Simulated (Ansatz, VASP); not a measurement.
# Two plane-wave programs on Sb

```
Sb
1.0
     3.16000    0.00000    0.00000
     0.00000    2.80450    0.00000
     0.00000    0.00000    3.16000
Sb
1
Direct
  0.00000 0.00000 0.00000
```

Change from the starting cell: strain -0.1125 x Voigt [0, 1, 0, 0, 0, 0], atoms carried along.

Alike in both runs: task single point; functional PBEsol; k mesh 16 × 16 × 16; occupations gaussian, width 0.15 eV; no spin polarisation.

```csv
,VASP,Ansatz
version,VASP 6.6.1,Ansatz 0.2.0
potentials or method,"VASP PAW PBE potentials, release 64 (Sb)","scalar-relativistic, plane waves, PAW"
plane-wave cutoff (eV),520,420
valence electrons in the cell,5,15
```

Ansatz gave:

| Quantity | Value |
| --- | --- |
| gap on the k mesh at the Fermi level (eV) | none |
| pressure (GPa) | 3.7 |
| largest component of the traceless stress (GPa) | 14.27 |

Q: Which values does VASP return?

A: gap on the k mesh at the Fermi level (eV): none; pressure (GPa): 3.9; largest component of the traceless stress (GPa): 14.50.

A gap of «none» marks a metal or a gap that the smearing closes. The two sets of potentials don't hold the same shells in valence.

Caveats: the PAW data sets were made with another functional, which shifts forces and pressure a little (VASP). Spin-orbit coupling is left out, which matters for the levels of Sb.
